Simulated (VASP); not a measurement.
# LiH (P1) in VASP: single point with PBE

Aim: the single point of LiH with PBE.

All numbers are computed with VASP 6.6.1; they aren't measurements. Logs are shortened: lines on timing, memory, paths and dates and some standing lists are left out, and cuts for length are marked.

### 1 The crystal as given

The typed cell holds 16 atoms: a = 5.768 Å, b = 5.768 Å, c = 5.768 Å, α = 60.00°, β = 60.00°, γ = 60.00°.

### 2 Single point, PBE

INCAR reads:

```
ALGO = Fast
EDIFF = 1E-7
ENCUT = 520
GGA = PE
ISIF = 2
ISMEAR = -1
LASPH = T
LCHARG = F
LREAL = Auto
LWAVE = F
NBANDS = 30
NELM = 100
PREC = Accurate
SIGMA = 0.0388
```

KPOINTS reads:

```
k-points
0
Gamma
  6 6 6
```

POSCAR reads:

```
LiH
1.0
   -4.0785050826     -4.0785050826      0.0000000000
   -4.0785050826      0.0000000000     -4.0785050826
    0.0000000000     -4.0785050826     -4.0785050826
Li H
8 8
Direct
    0.4876135469      0.4803756188      0.5282949510
    0.9695003862      0.4793052780      0.5335030979
    0.4699117557      0.0252907923      0.5361891758
    0.9928253156      0.9604616103      0.5143252126
    0.4941266673      0.5138563403      0.0071062799
    0.9849180169      0.5529286045      0.9801277605
    0.5067224790      0.9947368843      0.0736009284
    0.9745247970      0.9874702562      0.0645864178
    0.2966981650      0.2665367941      0.2444063909
    0.7705505984      0.2143523950      0.2691115127
    0.2684746381      0.7536146327      0.2415517514
    0.7419595367      0.7595904024      0.2678699311
    0.2651163209      0.2253148266      0.7969807568
    0.7350709534      0.2515128232      0.7793627339
    0.2429553073      0.7909106167      0.7303004150
    0.7373992154      0.7679613378      0.7614249659
```

Potentials or basis: VASP PAW PBE potentials, release 64 (Li_sv, H).

Command:

```bash
$ cat potpaw_PBE.64/Li_sv/POTCAR potpaw_PBE.64/H/POTCAR > POTCAR
$ mpirun -np 1 vasp_std > vasp.out
```

OUTCAR:

```text
EDIFF = 1E-7
   ENCUT = 520
   GGA = PE
   ISIF = 2
   ISMEAR = -1
   LASPH = T
   LREAL = Auto
   NELM = 100
   PREC = Accurate

 ion  position               nearest neighbor table
   1  0.488  0.480  0.528-
   2  0.970  0.479  0.534-
   3  0.470  0.025  0.536-
   4  0.993  0.960  0.514-   6 2.53   8 2.57
   5  0.494  0.514  0.007-
   6  0.985  0.553  0.980-   4 2.53
   7  0.507  0.995  0.074-
   8  0.975  0.987  0.065-   4 2.57
   9  0.297  0.267  0.244-
  10  0.771  0.214  0.269-
  11  0.268  0.754  0.242-
  12  0.742  0.760  0.268-
  13  0.265  0.225  0.797-
  14  0.735  0.252  0.779-
  15  0.243  0.791  0.730-
  16  0.737  0.768  0.761-

  LATTYP: Found a face centered cubic cell.
 ALAT       =     8.1570101652

  Lattice vectors:

 A1 = (  -4.0785050826,  -4.0785050826,   0.0000000000)
 A2 = (  -4.0785050826,   0.0000000000,  -4.0785050826)
 A3 = (   0.0000000000,  -4.0785050826,  -4.0785050826)

Analysis of symmetry for initial positions (statically):
=====================================================================
 Subroutine PRICEL returns:
 Original cell was already a primitive cell.

 Routine SETGRP: Setting up the symmetry group for a
 face centered cubic supercell.

 Subroutine GETGRP returns: Found  1 space group operations
 (whereof  1 operations were pure point group operations)
 out of a pool of 48 trial point group operations.

The static configuration has the point symmetry C_1 .

Analysis of symmetry for dynamics (positions and initial velocities):
=====================================================================
 Subroutine PRICEL returns:
 Original cell was already a primitive cell.

 Routine SETGRP: Setting up the symmetry group for a
 face centered cubic supercell.

 Subroutine GETGRP returns: Found  1 space group operations
 (whereof  1 operations were pure point group operations)
 out of a pool of 48 trial point group operations.

The dynamic configuration has the point symmetry C_1 .

 Subroutine INISYM returns: Found  1 space group operations
 (whereof  1 operations are pure point group operations),
 and found     1 'primitive' translations

----------------------------------------------------------------------------------------

                                     Primitive cell

  volume of cell :     135.6854

  direct lattice vectors                    reciprocal lattice vectors
    -4.078505083 -4.078505083  0.000000000    -0.122593938 -0.122593938  0.122593938
    -4.078505083  0.000000000 -4.078505083    -0.122593938  0.122593938 -0.122593938
     0.000000000 -4.078505083 -4.078505083     0.122593938 -0.122593938 -0.122593938

  length of vectors
     5.767877202  5.767877202  5.767877202     0.212338930  0.212338930  0.212338930

  position of ions in fractional coordinates (direct lattice)
     0.487613547  0.480375619  0.528294951
     0.969500386  0.479305278  0.533503098
     0.469911756  0.025290792  0.536189176
     0.992825316  0.960461610  0.514325213
     0.494126667  0.513856340  0.007106280
     0.984918017  0.552928605  0.980127760
[... 8 lines left out ...]
     0.242955307  0.790910617  0.730300415
     0.737399215  0.767961338  0.761424966

  ion indices of the primitive-cell ions
   primitive index   ion index
                 1           1
                 2           2
                 3           3
                 4           4
                 5           5
                 6           6
[... 8 lines left out ...]
                15          15
                16          16

----------------------------------------------------------------------------------------

 KPOINTS: k-points

Automatic generation of k-mesh.
 Grid dimensions read from file:
 generate k-points for:    6    6    6

 Generating k-lattice:

  Cartesian coordinates                     Fractional coordinates (reciprocal lattice)
    -0.020432323 -0.020432323  0.020432323     0.166666667  0.000000000  0.000000000
    -0.020432323  0.020432323 -0.020432323     0.000000000  0.166666667  0.000000000
     0.020432323 -0.020432323 -0.020432323     0.000000000  0.000000000  0.166666667

  Length of vectors
     0.035389822  0.035389822  0.035389822

  Shift w.r.t. Gamma in fractional coordinates (k-lattice)
     0.000000000  0.000000000  0.000000000

 Subroutine IBZKPT returns following result:
 ===========================================

 Found    112 irreducible k-points:

 Following reciprocal coordinates:
            Coordinates               Weight
  0.000000  0.000000  0.000000      1.000000
  0.166667  0.000000  0.000000      2.000000
  0.000000  0.166667  0.000000      2.000000
  0.000000  0.000000  0.166667      2.000000
  0.166667  0.166667  0.166667      2.000000
  0.333333  0.000000  0.000000      2.000000
[... 16 lines left out ...]
  0.166667 -0.166667 -0.166667      2.000000
  0.333333  0.333333  0.166667      2.000000
 [... further k-points ...]
   k-points           NKPTS =    112   k-points in BZ     NKDIM =    112   number of bands    NBANDS=     30
   number of dos      NEDOS =    301   number of ions     NIONS =     16
   total plane-waves  NPLWV = 110592
   dimension x,y,z NGX =    48 NGY =   48 NGZ =   48
   dimension x,y,z NGXF=    96 NGYF=   96 NGZF=   96
   ions per type =               8   8
   NGX,Y,Z   is equivalent  to a cutoff of  13.83, 13.83, 13.83 a.u.
   NGXF,Y,Z  is equivalent  to a cutoff of  27.67, 27.67, 27.67 a.u.
 SYSTEM =  unknown system
   PREC   = accura    normal or accurate (medium, high low for compatibility)
   ISTART =      0    job   : 0-new  1-cont  2-samecut
   ICHARG =      2    charge: 1-file 2-atom 10-const
   ISPIN  =      1    spin polarized calculation?
   LNONCOLLINEAR =      F non collinear calculations
   LSORBIT =      F    spin-orbit coupling
   LASPH  =      T    aspherical Exc in radial PAW
   ENCUT  =  520.0 eV  38.22 Ry    6.18 a.u.  10.72 10.72 10.72*2*pi/ulx,y,z
   NELM   =    100;   NELMIN=  2; NELMDL= -5     # of ELM steps
   EDIFF  = 0.1E-06   stopping-criterion for ELM
   LREAL  =      T    real-space projection
   EDIFFG = 0.1E-05   stopping-criterion for IOM
   NSW    =      0    number of steps for IOM
   IBRION =     -1    ionic relax: 0-MD 1-quasi-New 2-CG
   NFREE  =      0    steps in history (QN), initial steepest desc. (CG)
   ISIF   =      2    stress and relaxation
   ISYM   =      2    0-nonsym 1-usesym 2-fastsym
   POTIM  = 0.5000    time-step for ionic-motion
   TEBEG  =    0.0;   TEEND  =   0.0 temperature during run
   PSTRESS=    0.0 pullay stress
   NELECT =      32.0000    total number of electrons
   NUPDOWN=      -1.0000    fix difference up-down
   EMIN   =  10.00;   EMAX   =-10.00  energy-range for DOS
   EFERMI =   0.00;   METHOD = LEGACY
   ISMEAR =    -1;   SIGMA  =   0.04  broadening in eV -4-tet -1-fermi 0-gaus
   EFERMI_NEDOS =   21; number of points for ismear=-14 and -15
   IALGO  =     68    algorithm
   IMIX   =      4    mixing-type and parameters
     AMIX     =   0.40;   BMIX     =  1.00
     AMIX_MAG =   1.60;   BMIX_MAG =  1.00
  volume/ion in A,a.u.               =       8.48        57.23
  Fermi-wavevector in a.u.,A,eV,Ry     =   1.011456  1.911375 13.919358  1.023044
  Thomas-Fermi vector in A             =   2.144507
   LORBIT       =      0    0 simple, 1 ext, 2 COOP (PROOUT), +10 PAW based schemes
   GGA     = PE    functional components
   LHFCALC =     F    Hartree Fock is set to
   AEXX    =    0.0000 exact exchange contribution
   IVDW    =     0    specifies the selected vdW correction
   LEPSILON=     F    determine dielectric tensor
   LRPA    =     F    only Hartree local field effects (RPA)
 non-spin polarized calculation
 RMM-DIIS sequential band-by-band and
  energy-cutoff  :      520.00
  volume of cell :      135.69
 maximum number of plane-waves:      3695
 NGX is ok and might be reduce to    48
   NGX = 21   NGY = 21   NGZ = 21

 number of electron      32.0000001 magnetization

 Free energy of the ion-electron system (eV)
  ---------------------------------------------------
  ext. energy  EPLUGINS =         0.00000000
  ---------------------------------------------------
  free energy    TOTEN  =       -48.27766645 eV

  energy without entropy =      -48.27766645  energy(sigma->0) =      -48.27766645

 E-fermi :   0.7234     XC(G=0):  -8.3224

 val. band max:       -0.1589691376   @ k =   0.0000   0.0000   0.0000
 cond. band min:       2.8439044744   @ k =   0.0000   0.0000   0.0000
 fundamental gap:      3.0028736119
 Fermi energy:         0.7233728411

 k-point     1 :       0.0000    0.0000    0.0000
  band No.  band energies     occupation
      1     -44.7511      2.00000
      2     -44.7223      2.00000
      3     -44.6154      2.00000
      4     -44.4633      2.00000
      5     -44.3606      2.00000
      6     -44.3261      2.00000
[... 20 lines left out ...]
     27      10.4923      0.00000
     28      10.5558      0.00000

 k-point     2 :       0.1667    0.0000    0.0000
  band No.  band energies     occupation
      1     -44.7509      2.00000
      2     -44.7222      2.00000
      3     -44.6155      2.00000
      4     -44.4633      2.00000
      5     -44.3603      2.00000
      6     -44.3262      2.00000
[... 20 lines left out ...]
     27      10.5690      0.00000
     28      10.6456      0.00000

 k-point     3 :       0.0000    0.1667    0.0000
  band No.  band energies     occupation
      1     -44.7509      2.00000
      2     -44.7222      2.00000
      3     -44.6153      2.00000
      4     -44.4634      2.00000
      5     -44.3601      2.00000
      6     -44.3264      2.00000
[... 616 lines left out ...]
      3     -44.6155      2.00000
      4     -44.4633      2.00000
      5     -44.3597      2.00000
      6     -44.3268      2.00000
[... 20 lines left out ...]
     27      10.0631      0.00000
     28      10.3748      0.00000

 k-point    24 :       0.3333    0.3333    0.1667
  band No.  band energies     occupation
      1     -44.7503      2.00000
      2     -44.7224      2.00000
      3     -44.6156      2.00000
      4     -44.4632      2.00000
      5     -44.3604      2.00000
      6     -44.3260      2.00000
[... 20 lines left out ...]
     27       9.9912      0.00000
     28      10.3971      0.00000

 [... further k-points ...]

 [bands above 28 left out]

------------------------ aborting loop because EDIFF is reached ----------------------------------------

  FORCE on cell =-STRESS in cart. coord.  units (eV):
  Direction    XX          YY          ZZ          XY          YZ          ZX
  --------------------------------------------------------------------------------------
  -------------------------------------------------------------------------------------
  Total       -0.1943125     -0.7756916     -0.6318029      0.1854207      0.1067351      0.0332689
  in kB       -2.2944484     -9.1593926     -7.4603492      2.1894541      1.2603318      0.3928403
  external PRESSURE =      -6.3047301 kB  Pullay stress =       0.0000000 kB

 VOLUME and BASIS-vectors are now :
 -----------------------------------------------------------------------------
  energy-cutoff  :      520.00
  volume of cell :      135.69
      direct lattice vectors                 reciprocal lattice vectors
    -4.078505083 -4.078505083  0.000000000    -0.122593938 -0.122593938  0.122593938
    -4.078505083  0.000000000 -4.078505083    -0.122593938  0.122593938 -0.122593938
     0.000000000 -4.078505083 -4.078505083     0.122593938 -0.122593938 -0.122593938

 POSITION                                       TOTAL-FORCE (eV/Angst)
 -----------------------------------------------------------------------------------
     -3.94795     -4.14339     -4.11387        -0.136945     -0.091058     -0.014223
     -5.90896     -6.13001     -4.13074        -0.196138     -0.069305      0.132702
     -2.01969     -4.10339     -2.29000         0.029133     -0.120681      0.130724
     -7.96649     -6.14692     -6.01493        -0.434738      0.058362     -0.366071
     -4.11106     -2.04428     -2.12475        -0.020216     -0.054923     -0.037612
     -6.27212     -8.01445     -6.25258         0.364430     -0.544148      0.192662
[... 8 lines left out ...]
     -4.21663     -3.96943     -6.20427         0.421925     -0.227610      0.094060
     -6.13962     -6.11296     -6.23761         0.121347     -0.227885      0.256085
 -----------------------------------------------------------------------------------
    total drift:                                0.001198      0.002753      0.001585

  FREE ENERGIE OF THE ION-ELECTRON SYSTEM (eV)
  ---------------------------------------------------
  free  energy   TOTEN  =       -48.2776664531 eV

  energy  without entropy=      -48.2776664531  energy(sigma->0) =      -48.27766645
```

It took 27 min on 1 thread of AMD EPYC 9R45 (Zen 5), shared host; peak memory 0.44 GiB.

What came out:

* Free energy: -48.2777 eV
* Largest force: 0.908 eV/Å
* Band gap on the k mesh: 3.00 eV, direct

Forces in eV/Å, atoms in the order of the input:
```
Li  -0.137 -0.091 -0.014
Li  -0.196 -0.069  0.133
Li   0.029 -0.121  0.131
Li  -0.435  0.058 -0.366
Li  -0.020 -0.055 -0.038
Li   0.364 -0.544  0.193
Li   0.027  0.879  0.226
Li  -0.513  0.182  0.395
H    0.458  0.166 -0.337
H   -0.155  0.121 -0.565
H    0.243 -0.198 -0.247
H    0.079 -0.363  0.237
H   -0.151  0.487 -0.166
H   -0.136  0.003  0.070
H    0.422 -0.228  0.094
H    0.121 -0.228  0.256
```

Caveat: the cutoff is under 1.25 times the usual one of these potentials, so pressure, stress and relaxed cells hold a basis-set (Pulay) error. As with any semilocal functional, this PBE gap is likely too small.
